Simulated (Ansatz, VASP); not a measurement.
One calculation of HgTe, two programs

The input INCAR:

```
SYSTEM = HgTe
PREC = Accurate ; ENCUT = 520
EDIFF = 1E-6 ; ISMEAR = 0
SIGMA = 0.1 ; LREAL = .False.
LASPH = .True. ; NELM = 60
ALGO = Normal ; ISIF = 2
LWAVE = .False. ; LCHARG = .True.
GGA = PS ; LELF = .True.
LVHAR = .True. ; NBANDS = 16
```

KPOINTS

```
regular mesh
0
Gamma
  12 12 12
  0 0 0
```

File POSCAR:

```
HgTe
1.0
    0.0000000000      3.2547153855      3.2547153855
    3.2547153855      0.0000000000      3.2547153855
    3.2547153855      3.2547153855      0.0000000000
Hg Te
1 1
Direct
    0.0000000000      0.0000000000      0.0000000000
    0.2500000000      0.2500000000      0.2500000000
```

Input for Ansatz:

```yaml
crystal:
  lattice:
    - [0.0, 3.2547153855, 3.2547153855]
    - [3.2547153855, 0.0, 3.2547153855]
    - [3.2547153855, 3.2547153855, 0.0]
  atoms:
    - { symbol: Hg, position: [0.0, 0.0, 0.0] }
    - { symbol: Te, position: [0.25, 0.25, 0.25] }
basis:
  ecutwfc: 420
kpoints:
  mp_grid: { grid: [12, 12, 12] }
  band_path:
    path:
      - [[0.0, 0.0, 0.0], [-0.5, -0.5, 0.0], [-0.375, -0.375, 0.25]]
      - [[-0.375, 0.0, 0.375], [0.0, 0.0, 0.0], [0.0, 0.0, 0.5], [-0.5, -0.25, 0.25], [-0.5, -0.5, 0.0]]
    npoints: 14
hamiltonian:
  xc: pbesol
scf:
  occupations: { method: gaussian, width: 0.1 }
  n_extra_bands: 6
output:
  forces: true
  stress: true
  eigenvalues: true
  populations: true
  dos: { projected: true, de: 0.02, nscf_kmesh: { grid: [18, 18, 18] } }
  bader: true
  write_density: true
  write_potential: true
  elf: true
  volumetric_format: npy
```

Alike in both runs: task single point; functional PBEsol; k mesh 12 × 12 × 12; occupations gaussian, width 0.1 eV; no spin polarisation.

|  | VASP | Ansatz |
| --- | --- | --- |
| version | VASP 6.6.1 | Ansatz 0.2.0 |
| potentials or method | VASP PAW PBE potentials, release 64 (Hg, Te) | scalar-relativistic, plane waves, PAW |
| plane-wave cutoff (eV) | 520 | 420 |
| valence electrons in the cell | 18 | 36 |

Ansatz gave:

| Item | Value |
| --- | --- |
| gap on the k mesh at the Fermi level (eV) | none |
| pressure (GPa) | 0.0 |

Problem. Which values does VASP return?

Solution. gap on the k mesh at the Fermi level (eV): none; pressure (GPa): 0.1.

A gap of «none» marks a metal or a gap that the smearing closes. The functional is the same, so the differences come from potentials, cutoffs and numerics. The two sets of potentials don't hold the same shells in valence.

Caveats: the PAW data sets were made with another functional, which shifts forces and pressure a little (VASP). The runs have no spin-orbit coupling, so splittings on Hg, Te are missing.
